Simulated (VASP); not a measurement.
Here is a VASP 6.6.1 calculation.

INCAR

```
SYSTEM = Ba
  ALGO = Normal
  BPARAM = 11.95
  CPARAM = 0.0093
  EDIFF = 1E-6
  ENCUT = 520
  ISIF = 2
  ISMEAR = 0
  IVDW_NL = 2
  LASPH = .TRUE.
  LCHARG = .FALSE.
  LMIXTAU = .TRUE.
  LREAL = .FALSE.
  LUSE_VDW = .TRUE.
  LWAVE = .FALSE.
  METAGGA = R2SCAN
  NBANDS = 17
  NELM = 100
  PREC = Accurate
  SIGMA = 0.1
```

Ba.cif

```cif
data_Ba
_cell_length_a 5.01300000
_cell_length_b 5.01300000
_cell_length_c 5.01300000
_cell_angle_alpha 90.00000000
_cell_angle_beta 90.00000000
_cell_angle_gamma 90.00000000
_space_group_name_H-M_alt 'Im-3m'
_space_group_name_Hall '-I 4 2 3'
_space_group_IT_number 229
loop_
_space_group_symop_operation_xyz
'x,y,z'
'-x,-y,-z'
'-y,x,z'
'y,-x,-z'
'-x,-y,z'
'x,y,-z'
'y,-x,z'
'-y,x,-z'
'x,-y,-z'
'-x,y,z'
'-y,-x,-z'
'y,x,z'
'-x,y,-z'
'x,-y,z'
'y,x,-z'
'-y,-x,z'
'z,x,y'
'-z,-x,-y'
'z,-y,x'
'-z,y,-x'
'z,-x,-y'
'-z,x,y'
'z,y,-x'
'-z,-y,x'
'-z,x,-y'
'z,-x,y'
'-z,-y,-x'
'z,y,x'
'-z,-x,y'
'z,x,-y'
'-z,y,x'
'z,-y,-x'
'y,z,x'
'-y,-z,-x'
'x,z,-y'
'-x,-z,y'
'-y,z,-x'
'y,-z,x'
'-x,z,y'
'x,-z,-y'
'-y,-z,x'
'y,z,-x'
'-x,-z,-y'
'x,z,y'
'y,-z,-x'
'-y,z,x'
'x,-z,y'
'-x,z,-y'
'x+1/2,y+1/2,z+1/2'
'-x+1/2,-y+1/2,-z+1/2'
'-y+1/2,x+1/2,z+1/2'
'y+1/2,-x+1/2,-z+1/2'
'-x+1/2,-y+1/2,z+1/2'
'x+1/2,y+1/2,-z+1/2'
'y+1/2,-x+1/2,z+1/2'
'-y+1/2,x+1/2,-z+1/2'
'x+1/2,-y+1/2,-z+1/2'
'-x+1/2,y+1/2,z+1/2'
'-y+1/2,-x+1/2,-z+1/2'
'y+1/2,x+1/2,z+1/2'
'-x+1/2,y+1/2,-z+1/2'
'x+1/2,-y+1/2,z+1/2'
'y+1/2,x+1/2,-z+1/2'
'-y+1/2,-x+1/2,z+1/2'
'z+1/2,x+1/2,y+1/2'
'-z+1/2,-x+1/2,-y+1/2'
'z+1/2,-y+1/2,x+1/2'
'-z+1/2,y+1/2,-x+1/2'
'z+1/2,-x+1/2,-y+1/2'
'-z+1/2,x+1/2,y+1/2'
'z+1/2,y+1/2,-x+1/2'
'-z+1/2,-y+1/2,x+1/2'
'-z+1/2,x+1/2,-y+1/2'
'z+1/2,-x+1/2,y+1/2'
'-z+1/2,-y+1/2,-x+1/2'
'z+1/2,y+1/2,x+1/2'
'-z+1/2,-x+1/2,y+1/2'
'z+1/2,x+1/2,-y+1/2'
'-z+1/2,y+1/2,x+1/2'
'z+1/2,-y+1/2,-x+1/2'
'y+1/2,z+1/2,x+1/2'
'-y+1/2,-z+1/2,-x+1/2'
'x+1/2,z+1/2,-y+1/2'
'-x+1/2,-z+1/2,y+1/2'
'-y+1/2,z+1/2,-x+1/2'
'y+1/2,-z+1/2,x+1/2'
'-x+1/2,z+1/2,y+1/2'
'x+1/2,-z+1/2,-y+1/2'
'-y+1/2,-z+1/2,x+1/2'
'y+1/2,z+1/2,-x+1/2'
'-x+1/2,-z+1/2,-y+1/2'
'x+1/2,z+1/2,y+1/2'
'y+1/2,-z+1/2,-x+1/2'
'-y+1/2,z+1/2,x+1/2'
'x+1/2,-z+1/2,y+1/2'
'-x+1/2,z+1/2,-y+1/2'
loop_
_atom_site_label
_atom_site_type_symbol
_atom_site_symmetry_multiplicity
_atom_site_Wyckoff_symbol
_atom_site_fract_x
_atom_site_fract_y
_atom_site_fract_z
_atom_site_occupancy
Ba1 Ba 2 a 0.0000000000 0.0000000000 0.0000000000 1
```

The input KPOINTS:

```
k-points
0
Monkhorst
  6 6 6
  0 0 0
```

The input POSCAR:

```
Ba
 1.0000000000000000
     5.0129999999999999    0.0000000000000000    0.0000000000000000
     0.0000000000000000    5.0129999999999999    0.0000000000000000
     0.0000000000000000    0.0000000000000000    5.0129999999999999
 Ba 
   2
Cartesian
  0.0000000000000000  0.0000000000000000  0.0000000000000000
  2.5065000000000000  2.5065000000000000  2.5065000000000000
```

The input KPOINTS_OPT:

```
path GXMGRX,MR
10
line-mode
reciprocal
 0.0000000000  0.0000000000  0.0000000000  G
 0.0000000000  0.5000000000  0.0000000000  X

 0.0000000000  0.5000000000  0.0000000000  X
 0.5000000000  0.5000000000  0.0000000000  M

 0.5000000000  0.5000000000  0.0000000000  M
 0.0000000000  0.0000000000  0.0000000000  G

 0.0000000000  0.0000000000  0.0000000000  G
 0.5000000000  0.5000000000  0.5000000000  R

 0.5000000000  0.5000000000  0.5000000000  R
 0.0000000000  0.5000000000  0.0000000000  X

 0.5000000000  0.5000000000  0.0000000000  M
 0.5000000000  0.5000000000  0.5000000000  R
```

Potentials or basis: VASP PAW PBE potentials, release 64 (Ba_sv).

Command:

```sh
$ ase convert -i cif -o vasp Ba.cif POSCAR
$ cat potpaw_PBE.64/Ba_sv/POTCAR > POTCAR
$ mpirun -np 1 vasp_std > vasp.out
```

Task: What does it give for the band gap along the path?

Result: None (metal or under the smearing width).

Task: Estimate the pressure.

Result: 0.0 GPa.

Levels at the corners of the path, in eV from the Fermi level:
| point | band 7 | band 8 | band 9 | band 10 | band 11 | band 12 | band 13 | band 14 |
| --- | --- | --- | --- | --- | --- | --- | --- | --- |
| Γ | -14.33 | -14.33 | -2.82 | -0.55 | -0.55 | 2.22 | 2.22 | 2.22 |
| X | -14.49 | -14.49 | -0.90 | -0.90 | 0.86 | 0.86 | 2.18 | 2.18 |
| X | -14.49 | -14.49 | -0.90 | -0.90 | 0.86 | 0.86 | 2.18 | 2.18 |
| M | -14.34 | -14.34 | -0.81 | -0.81 | 0.96 | 0.96 | 1.28 | 1.28 |
| M | -14.34 | -14.34 | -0.81 | -0.81 | 0.96 | 0.96 | 1.28 | 1.28 |
| Γ | -14.33 | -14.33 | -2.82 | -0.55 | -0.55 | 2.22 | 2.22 | 2.22 |
| Γ | -14.33 | -14.33 | -2.82 | -0.55 | -0.55 | 2.22 | 2.22 | 2.22 |
| R | -14.57 | -14.57 | 0.64 | 0.64 | 0.64 | 0.64 | 0.64 | 0.64 |
| R | -14.57 | -14.57 | 0.64 | 0.64 | 0.64 | 0.64 | 0.64 | 0.64 |
| X | -14.49 | -14.49 | -0.90 | -0.90 | 0.86 | 0.86 | 2.18 | 2.18 |
| M | -14.34 | -14.34 | -0.81 | -0.81 | 0.96 | 0.96 | 1.28 | 1.28 |
| R | -14.57 | -14.57 | 0.64 | 0.64 | 0.64 | 0.64 | 0.64 | 0.64 |

Caveat: the PAW data sets were made with another functional, which shifts forces and pressure a little; spin-orbit coupling is left out, which moves the levels of the heavy elements; pairwise dispersion overbinds metals, which lowers pressure and volume.
